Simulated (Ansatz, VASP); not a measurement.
One calculation of Cd, two programs

```
CELL_PARAMETERS angstrom
1.60803 0.92840 2.44929
-1.60803 0.92840 2.44929
0.00000 -1.85679 2.44929
ATOMIC_POSITIONS crystal
Cd 0.00000 0.00000 0.00000
```

This isn't the form of Cd at room conditions, which is hcp.

Alike in both runs: task single point; functional PBEsol; k mesh 21 × 21 × 21; occupations gaussian, width 0.15 eV; no spin polarisation.

|  | VASP | Ansatz |
| --- | --- | --- |
| version | VASP 6.6.1 | Ansatz 0.2.0 |
| potentials or method | VASP PAW PBE potentials, release 64 (Cd) | scalar-relativistic, plane waves, PAW |
| plane-wave cutoff (eV) | 520 | 420 |
| valence electrons in the cell | 12 | 20 |

Ansatz gave:

* gap on the k mesh at the Fermi level (eV): none
* pressure (GPa): -2.2
* largest component of the traceless stress (GPa): 0.35

Q: Which values does VASP return?

A: gap on the k mesh at the Fermi level (eV): none; pressure (GPa): -1.9; largest component of the traceless stress (GPa): 0.29.

A gap of «none» marks a metal or a gap that the smearing closes. The functional is the same, so the differences come from potentials, cutoffs and numerics. The two sets of potentials don't hold the same shells in valence.

Caveats: the PAW data sets were made with another functional, which shifts forces and pressure a little (VASP).
